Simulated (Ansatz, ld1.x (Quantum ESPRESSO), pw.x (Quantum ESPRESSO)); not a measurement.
**germanium (Ge): one change to the TM potential, in the atom and in the bcc crystal**

ld1.x (Quantum ESPRESSO) 7.5 input, shortened:

```
&input
   title='Ge', zed=32., rel=1, dft='PBE', iswitch=3,
   config='[Ar] 3d10 4s2 4p1.5 4d-2'
 /
 &inputp
   pseudotype=2, tm=.true., lloc=-2, rcloc=1.55,
   nlcc=.false.
 /
3
4S  1  0   2.00   0.00  1.80  1.80  0.0
4P  2  1   1.50   0.00  2.20  2.20  0.0
4D  3  2  -2.00   0.25  2.05  2.05  0.0
 &test
   configts(1)='4s2 4p1.5'
 /
```

Change: wave 4d channel at 0.25 Ry: rc 2.05 bohr becomes 4d channel at 0.25 Ry: rc 1.44 bohr.

Cutoffs, loose and tight: the cutoffs (Ry, on a coarse ladder) from which the occupation-weighted sum of valence levels, in a spherical-Bessel basis at the reference potential, stays within 10 and 1 mRy of its value at 400 Ry. They do not see the model core or the augmentation charge, which bear on the density cutoff. Test errors are all-electron minus pseudo excitation energies from the reference, over the configurations 4s2 4p2; 4s2 4p1; 4s2 4p0; 4s1 4p2; 4s0 4p4; 4s1 4p0; 4s2 4p2.3; variants that change the core or the reference have their own tests.

Crystal test: bcc Ge in pw.x 7.5, no spin, 14³ k-points, Fermi–Dirac smearing 0.01 Ry, cutoffs set for each file from its atomic test. The reference is all-electron LAPW (Ansatz 0.2.0) with the same functional, mesh and smearing; V0 and B0 come from Birch–Murnaghan fits to the pressures at five volumes. Errors are pseudo minus all-electron; Δ is the rms difference of the E(V) curves that follow from these fits, minima aligned, over ±6 % about the mean V0. Mesh and smearing are coarse, so the numbers serve the comparison and aren't converged zero-temperature values; the lattice is a test structure that the element need not adopt.

All-electron: a0 = 3.377 Å (V0 = 19.26 Å³/atom), B0 = 64.5 GPa.

Question: Does the change bring the crystal closer to the all-electron result?

Answer: The mean pressure error goes from -1.45 to -13.21 GPa, so the change moves the solid further from the all-electron pressures.

| quantity | base | changed |
| --- | --- | --- |
| outcome (atom) | generated | generated |
| cutoff, loose (atom) | 18 Ry | 18 Ry |
| cutoff, tight (atom) | 40 Ry | 40 Ry |
| bound ghosts (atom) | none | d |
| largest test error (meV) (atom) | +109 | +109 |
| cutoffs in pw.x (Ry) | 50/200 | 50/200 |
| a0 (Å) | 3.352 | – |
| a0 error (%) | -0.75 | – |
| B0 error (%) | +5.7 | – |
| Δ (meV/atom) | 6.2 | – |
| mean pressure error (GPa) | -1.45 | -13.21 |

A dash: not determined, or the minimum lies outside the volumes sampled.

Base: This is a poor potential for the solid. Changed file: This is a poor potential for the solid. Note: ghost state, extra bound levels that the all-electron valence spectrum of the same l lacks: d at -53.6 eV. A true bound ghost makes a file unfit for plane-wave use. The atomic cutoffs weigh occupied waves only.
